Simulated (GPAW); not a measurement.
RbBr in GPAW: convergence with k mesh

The system is RbBr.

```xyz
2
Lattice="4.1261 0.0000 0.0000 0.0000 4.1261 0.0000 0.0000 0.0000 4.1261" Properties=species:S:1:pos:R:3 pbc="T T T"
Rb    0.0000    0.0000    0.0000
Br    2.0630    2.0630    2.0630
```

The cell comes from a database or a generator and needn't be the stable form of this composition.

| Property | Result |
| --- | --- |
| Program | GPAW 26.7.0 |
| Task | convergence study |
| Functional | RPBE |
| Potentials or basis | the program's PAW data sets (release 1.2.1) made for this functional |
| Cutoff | 600 eV |
| Basis | pw |
| k mesh | 2 × 2 × 2 |
| Occupations | fermi-dirac, width 0.05 eV |
| Spin | no spin polarisation |

These are the settings of the first run; the series varies k mesh, with any setting tied to it.

Hardware: 1 thread of Arm Neoverse V2, on a shared host.

| k mesh | energy less the tightest run, at zero smearing (meV/atom) | pressure (GPa) | gap on the mesh (eV) | SCF cycles | CPU time (s) | peak memory (GiB) |
| --- | --- | --- | --- | --- | --- | --- |
| 2 × 2 × 2 | 102.44 | 3.55 | 4.337 | 10 | 3.9 | 0.14 |
| 3 × 3 × 3 | 8.72 | 2.56 | 4.487 | 10 | 3.8 | 0.14 |
| 4 × 4 × 4 | 1.09 | 2.46 | 4.399 | 10 | 6.4 | 0.15 |
| 5 × 5 × 5 | 0.15 | 2.45 | 4.442 | 10 | 6.7 | 0.14 |
| 6 × 6 × 6 | 0.02 | 2.44 | 4.401 | 10 | 12 | 0.16 |
| 7 × 7 × 7 | 0.00 | 2.44 | 4.423 | 10 | 12 | 0.16 |
| 9 × 9 × 9 | 0.00 | 2.44 | 4.415 | 10 | 19 | 0.17 |

Against the tightest run, the energy stays within 1 meV/atom from 5 × 5 × 5 on; the pressure stays within 0.1 GPa from 4 × 4 × 4 on; the gap on the mesh stays within 0.01 eV from 7 × 7 × 7 on. Meshes of other sizes hit other points, so gaps and Fermi surfaces needn't settle smoothly. The tightest run that finished is the yardstick and may itself not be fully converged.

Caveat, for the tightest run too: an odd mesh through Γ misses points on the zone boundary, where band edges often lie.
